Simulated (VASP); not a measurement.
# Au (P-1) in VASP: further runs

One crystal, Au, is run at these levels: PBE, RPBE; tasks: relaxation of cell and atoms.

Everything below comes from runs of VASP 6.6.1. Logs are shortened: lines on timing, memory, paths and dates and some standing lists are left out, and cuts for length are marked.

### Step 1. The undisturbed crystal

The typed cell holds 2 atoms: a = 2.893 Å, b = 2.893 Å, c = 5.010 Å, α = 73.22°, β = 73.22°, γ = 60.00°.

### Step 2. Relaxation of cell and atoms, PBE (a zone-boundary wave of random shape, sigma 0.05 Å)

INCAR reads:

```
ALGO = Normal ; EDIFF = 1E-6
EDIFFG = -0.01 ; ENCUT = 600
GGA = PE ; IBRION = 2
ISIF = 3 ; ISMEAR = 1
LASPH = True ; LCHARG = False
LREAL = False ; LWAVE = False
NELM = 100 ; NSW = 60
PREC = Accurate ; SIGMA = 0.1
```

KPOINTS reads:

```
k-points
0
Gamma
  11 11 6
```

POSCAR reads:

```
Au
1.0
    0.0000000000     -2.0455000000     -2.0455000000
   -2.0455000000      0.0000000000     -2.0455000000
    2.0455000000      2.0455000000     -4.0910000000
Au
2
Direct
    0.5245161900      0.4940545900      0.4864007000
    0.9754838100      0.0059454100      0.0135993000
```

Potentials or basis: VASP PAW PBE potentials, release 64 (Au).

Launch:

```bash
$ cat potpaw_PBE.64/Au/POTCAR > POTCAR
$ mpirun -np 1 vasp_std > vasp.out
```

OUTCAR:

```text
EDIFF = 1E-6
   EDIFFG = -0.01
   ENCUT = 600
   GGA = PE
   IBRION = 2
   ISIF = 3
   ISMEAR = 1
   LASPH = True
   LREAL = False
   NELM = 100
   NSW = 60
   PREC = Accurate

 ion  position               nearest neighbor table
   1  0.525  0.494  0.486-   2 2.76   2 2.76   2 2.85   2 2.94   2 3.03   2 3.03
   2  0.975  0.006  0.014-   1 2.76   1 2.76   1 2.85   1 2.94   1 3.03   1 3.03

  LATTYP: Found a trigonal (rhomboedric) cell.
 ALAT       =     5.0104312689
 COS(alpha) =     0.8333333333

  Lattice vectors:

 A1 = (   2.0455000000,   4.0910000000,  -2.0455000000)
 A2 = (   4.0910000000,   2.0455000000,  -2.0455000000)
 A3 = (   2.0455000000,   2.0455000000,  -4.0910000000)

Analysis of symmetry for initial positions (statically):
=====================================================================
 Subroutine PRICEL returns:
 Original cell was already a primitive cell.

 Routine SETGRP: Setting up the symmetry group for a
 trigonal (rhombohedral) supercell.

 Subroutine GETGRP returns: Found  2 space group operations
 (whereof  1 operations were pure point group operations)
 out of a pool of 12 trial point group operations.

The static configuration has the point symmetry C_1 .
 The point group associated with its full space group is S_2 .

Analysis of symmetry for dynamics (positions and initial velocities):
=====================================================================
 Subroutine PRICEL returns:
 Original cell was already a primitive cell.

 Routine SETGRP: Setting up the symmetry group for a
 trigonal (rhombohedral) supercell.

 Subroutine GETGRP returns: Found  2 space group operations
 (whereof  1 operations were pure point group operations)
 out of a pool of 12 trial point group operations.

The dynamic configuration has the point symmetry C_1 .
 The point group associated with its full space group is S_2 .

 Subroutine INISYM returns: Found  2 space group operations
 (whereof  1 operations are pure point group operations),
 and found     1 'primitive' translations

----------------------------------------------------------------------------------------

                                     Primitive cell

  volume of cell :      34.2341

  direct lattice vectors                    reciprocal lattice vectors
     0.000000000 -2.045500000 -2.045500000     0.122219506 -0.366658519 -0.122219506
    -2.045500000  0.000000000 -2.045500000    -0.366658519  0.122219506 -0.122219506
     2.045500000  2.045500000 -4.091000000     0.122219506  0.122219506 -0.122219506

  length of vectors
     2.892773842  2.892773842  5.010431269     0.405356244  0.405356244  0.211690394

  position of ions in fractional coordinates (direct lattice)
     0.524516190  0.494054590  0.486400700
     0.975483810  0.005945410  0.013599300

  ion indices of the primitive-cell ions
   primitive index   ion index
                 1           1
                 2           2

----------------------------------------------------------------------------------------

 KPOINTS: k-points

Automatic generation of k-mesh.
 Grid dimensions read from file:
 generate k-points for:   11   11    6

 Generating k-lattice:

  Cartesian coordinates                     Fractional coordinates (reciprocal lattice)
     0.011110864 -0.033332593 -0.011110864     0.090909091  0.000000000  0.000000000
    -0.033332593  0.011110864 -0.011110864     0.000000000  0.090909091  0.000000000
     0.020369918  0.020369918 -0.020369918     0.000000000  0.000000000  0.166666667

  Length of vectors
     0.036850568  0.036850568  0.035281732

  Shift w.r.t. Gamma in fractional coordinates (k-lattice)
     0.000000000  0.000000000  0.000000000

 -----------------------------------------------------------------------------
|                                                                             |
|           W    W    AA    RRRRR   N    N  II  N    N   GGGG   !!!           |
|           W    W   A  A   R    R  NN   N  II  NN   N  G    G  !!!           |
|           W    W  A    A  R    R  N N  N  II  N N  N  G       !!!           |
|           W WW W  AAAAAA  RRRRR   N  N N  II  N  N N  G  GGG   !            |
|           WW  WW  A    A  R   R   N   NN  II  N   NN  G    G                |
|           W    W  A    A  R    R  N    N  II  N    N   GGGG   !!!           |
|                                                                             |
|     Your reciprocal lattice and k-lattice belong to different lattice       |
|     classes:                                                                |
|                                                                             |
|        The reciprocal lattice is rhombohedral (trigonal),                   |
|        whereas your k-lattice is base-centered monoclinic.                  |
|                                                                             |
|     Results are often still useful ...                                      |
|                                                                             |
 -----------------------------------------------------------------------------

 WARNING: IBZKPT: internal override: KBLOWUP is changed to .FALSE.
      ... skipping the blow-up phase ...

 Subroutine IBZKPT returns following result:
 ===========================================

 Found    364 irreducible k-points:

 Following reciprocal coordinates:
            Coordinates               Weight
  0.000000  0.000000  0.000000      1.000000
  0.090909  0.000000 -0.000000      2.000000
  0.181818  0.000000  0.000000      2.000000
  0.272727  0.000000  0.000000      2.000000
  0.363636  0.000000 -0.000000      2.000000
  0.454545  0.000000 -0.000000      2.000000
[... 16 lines left out ...]
  0.454545  0.181818 -0.000000      2.000000
 -0.454545  0.181818  0.000000      2.000000
 [... further k-points ...]
   k-points           NKPTS =    364   k-points in BZ     NKDIM =    364   number of bands    NBANDS=     15
   number of dos      NEDOS =    301   number of ions     NIONS =      2
   total plane-waves  NPLWV =  23040
   dimension x,y,z NGX =    24 NGY =   24 NGZ =   40
   dimension x,y,z NGXF=    48 NGYF=   48 NGZF=   80
   ions per type =               2
   NGX,Y,Z   is equivalent  to a cutoff of  13.79, 13.79, 13.27 a.u.
   NGXF,Y,Z  is equivalent  to a cutoff of  27.59, 27.59, 26.54 a.u.
 SYSTEM =  unknown system
   PREC   = accura    normal or accurate (medium, high low for compatibility)
   ISTART =      0    job   : 0-new  1-cont  2-samecut
   ICHARG =      2    charge: 1-file 2-atom 10-const
   ISPIN  =      1    spin polarized calculation?
   LNONCOLLINEAR =      F non collinear calculations
   LSORBIT =      F    spin-orbit coupling
   LASPH  =      T    aspherical Exc in radial PAW
   ENCUT  =  600.0 eV  44.10 Ry    6.64 a.u.   5.78  5.78 10.01*2*pi/ulx,y,z
   NELM   =    100;   NELMIN=  2; NELMDL= -5     # of ELM steps
   EDIFF  = 0.1E-05   stopping-criterion for ELM
   LREAL  =      F    real-space projection
   EDIFFG = -.1E-01   stopping-criterion for IOM
   NSW    =     60    number of steps for IOM
   IBRION =      2    ionic relax: 0-MD 1-quasi-New 2-CG
   NFREE  =      1    steps in history (QN), initial steepest desc. (CG)
   ISIF   =      3    stress and relaxation
   ISYM   =      2    0-nonsym 1-usesym 2-fastsym
   POTIM  = 0.5000    time-step for ionic-motion
   TEBEG  =    0.0;   TEEND  =   0.0 temperature during run
   PSTRESS=    0.0 pullay stress
   NELECT =      22.0000    total number of electrons
   NUPDOWN=      -1.0000    fix difference up-down
   EMIN   =  10.00;   EMAX   =-10.00  energy-range for DOS
   EFERMI =   0.00;   METHOD = LEGACY
   ISMEAR =     1;   SIGMA  =   0.10  broadening in eV -4-tet -1-fermi 0-gaus
   EFERMI_NEDOS =   21; number of points for ismear=-14 and -15
   IALGO  =     38    algorithm
   IMIX   =      4    mixing-type and parameters
     AMIX     =   0.40;   BMIX     =  1.00
     AMIX_MAG =   1.60;   BMIX_MAG =  1.00
  volume/ion in A,a.u.               =      17.12       115.51
  Fermi-wavevector in a.u.,A,eV,Ry     =   1.412742  2.669696 27.155058  1.995840
  Thomas-Fermi vector in A             =   2.534459
   LORBIT       =      0    0 simple, 1 ext, 2 COOP (PROOUT), +10 PAW based schemes
   GGA     = PE    functional components
   LHFCALC =     F    Hartree Fock is set to
   AEXX    =    0.0000 exact exchange contribution
   IVDW    =     0    specifies the selected vdW correction
   LEPSILON=     F    determine dielectric tensor
   LRPA    =     F    only Hartree local field effects (RPA)
 conjugate gradient relaxation of ions
 non-spin polarized calculation
 Methfessel and Paxton  Order N= 1 SIGMA  =   0.10
  energy-cutoff  :      600.00
  volume of cell :       34.23
 maximum number of plane-waves:      1156
   NGX = 11   NGY = 11   NGZ = 19

--------------------------------------- Ionic step        1  -------------------------------------------

 number of electron      22.0000000 magnetization

 Free energy of the ion-electron system (eV)
  ---------------------------------------------------
  ext. energy  EPLUGINS =         0.00000000
  ---------------------------------------------------
  free energy    TOTEN  =        -6.33094642 eV

  energy without entropy =       -6.33087520  energy(sigma->0) =       -6.33092268

------------------------ aborting loop because EDIFF is reached ----------------------------------------

  FORCE on cell =-STRESS in cart. coord.  units (eV):
  Direction    XX          YY          ZZ          XY          YZ          ZX
  --------------------------------------------------------------------------------------
  -------------------------------------------------------------------------------------
  Total        1.9849928      2.0326953      2.0215835      0.2610472     -0.2523399     -0.0422725
  in kB       92.8990087     95.1315163     94.6114796     12.2171867    -11.8096779     -1.9783797
  external PRESSURE =      94.2140015 kB  Pullay stress =       0.0000000 kB
[... 89 lines left out ...]
  FREE ENERGIE OF THE ION-ELECTRON SYSTEM (eV)
  ---------------------------------------------------
  free  energy   TOTEN  =        -6.4252131644 eV

  energy  without entropy=       -6.4254766973  energy(sigma->0) =       -6.42530101

[... ionic steps 4 to 17 ...]

--------------------------------------- Ionic step       18  -------------------------------------------

 number of electron      22.0000002 magnetization

------------------------ aborting loop because EDIFF is reached ----------------------------------------

  FORCE on cell =-STRESS in cart. coord.  units (eV):
  Direction    XX          YY          ZZ          XY          YZ          ZX
  --------------------------------------------------------------------------------------
  -------------------------------------------------------------------------------------
  Total       -0.0102606      0.0089700     -0.0218683      0.0080498     -0.0124928      0.0036305
  in kB       -0.4575991      0.4000409     -0.9752751      0.3590033     -0.5571500      0.1619120
  external PRESSURE =      -0.3442778 kB  Pullay stress =       0.0000000 kB
[... 57 lines left out ...]
  energy  without entropy=       -6.4508501283  energy(sigma->0) =       -6.45061337

--------------------------------------- Ionic step       20  -------------------------------------------

 number of electron      22.0000002 magnetization

 Free energy of the ion-electron system (eV)
  ---------------------------------------------------
  ext. energy  EPLUGINS =         0.00000000
  ---------------------------------------------------
  free energy    TOTEN  =        -6.45052740 eV

  energy without entropy =       -6.45088524  energy(sigma->0) =       -6.45064668

 E-fermi :   8.6442     XC(G=0): -12.4039

 val. band max:        8.6137444615   @ k =  -0.1818   0.2727   0.5000
 cond. band min:       8.6679227717   @ k =  -0.1818   0.1818   0.3333
 fundamental gap:      0.0541783102
 Fermi energy:         8.6442217487

 k-point     1 :       0.0000    0.0000    0.0000
  band No.  band energies     occupation
      1      -0.6888      2.00000
      2       1.7414      2.00000
      3       4.0813      2.00000
      4       4.1395      2.00000
      5       4.2292      2.00000
      6       4.2581      2.00000
      7       4.2791      2.00000
      8       5.5072      2.00000
      9       5.6688      2.00000
     10       6.6131      2.00000
     11       6.7074      2.00000
     12       7.8216      2.00000
     13      11.2617      0.00000
     14      22.7355      0.00000
     15      23.2036      0.00000
[... 397 lines left out ...]
 k-point    24 :      -0.4545    0.1818    0.0000
  band No.  band energies     occupation
      1       3.1159      2.00000
      2       3.1405      2.00000
      3       3.2756      2.00000
      4       3.3923      2.00000
      5       3.9804      2.00000
      6       4.1977      2.00000
      7       5.3513      2.00000
      8       5.7760      2.00000
      9       6.3097      2.00000
     10       6.5295      2.00000
     11       9.4113     -0.00000
     12      11.2642      0.00000
     13      12.8779      0.00000
     14      16.1999      0.00000
     15      17.6781      0.00000

 [... further k-points ...]

------------------------ aborting loop because EDIFF is reached ----------------------------------------

  FORCE on cell =-STRESS in cart. coord.  units (eV):
  Direction    XX          YY          ZZ          XY          YZ          ZX
  --------------------------------------------------------------------------------------
  -------------------------------------------------------------------------------------
  Total       -0.0038173      0.0145031     -0.0111104      0.0074140     -0.0111314      0.0064588
  in kB       -0.1702870      0.6469643     -0.4956236      0.3307317     -0.4965579      0.2881202
  external PRESSURE =      -0.0063154 kB  Pullay stress =       0.0000000 kB
[... 17 lines left out ...]
  FREE ENERGIE OF THE ION-ELECTRON SYSTEM (eV)
  ---------------------------------------------------
  free  energy   TOTEN  =        -6.4505273990 eV

  energy  without entropy=       -6.4508852412  energy(sigma->0) =       -6.45064668

 reached required accuracy - stopping structural energy minimisation
```

Run time: 13 min. Hardware: 1 thread of Intel Xeon Platinum 8488C (Sapphire Rapids), shared host; peak memory 0.34 GiB.

What came out:

* Free energy: -6.4505 eV
* Relaxed volume: 17.96 Å³/atom
* Relaxed cell: a = 2.932 Å, b = 2.933 Å, c = 5.164 Å, α = 72.58°, β = 72.35°, γ = 59.63°
* Space group after relaxing (to 0.05 Å): C2/m (No. 12)
* Energy gained by relaxing: 59.8 meV/atom
* Ionic steps: 20
* Pressure after relaxing: 0.0 GPa
* Largest force after relaxing: 0.009 eV/Å
* Band gap on the k mesh: none (metal or under the smearing width)

Forces in eV/Å, atoms in the order of the input:
```
Au   0.005  0.006 -0.004
Au  -0.005 -0.006  0.004
```

The path:
```
step  energy change (eV)  largest force (eV/Å)  pressure (GPa)  volume (Å³)
   1              0.0000                1.1921            9.42        34.23
   2              0.0060                0.0546           -9.88        39.46
   3             -0.0943                0.4380           -1.96        36.58
   4             -0.0943                0.4515           -1.72        36.52
   5             -0.1137                0.1904           -0.08        35.98
   6             -0.1157                0.0863            0.79        35.74
   7             -0.1167                0.0632           -0.56        36.09
   8             -0.1168                0.0596           -0.22        36.00
   9             -0.1174                0.0579           -0.10        35.96
  10             -0.1180                0.0746            0.29        35.86
  11             -0.1184                0.0668            0.07        35.91
  12             -0.1187                0.0515           -0.38        36.02
  13             -0.1192                0.0315           -0.14        35.96
  14             -0.1194                0.0069            0.25        35.85
  15             -0.1195                0.0141           -0.01        35.92
  16             -0.1195                0.0149           -0.03        35.92
  17             -0.1195                0.0160           -0.05        35.93
  18             -0.1195                0.0151           -0.03        35.93
  19             -0.1195                0.0149           -0.03        35.92
  20             -0.1196                0.0090            0.00        35.92
```

Final structure:
```yaml
crystal:
  lattice:
    - [0.00836, -2.05233, -2.09328]
    - [-2.05705, 0.00555, -2.09040]
    - [2.10021, 2.08673, -4.23042]
  atoms:
    - { symbol: Au, position: [0.50026, 0.49998, 0.49985] }
    - { symbol: Au, position: [0.99974, 0.00001, 0.00015] }
```

(Continued in part 2 of 2.)
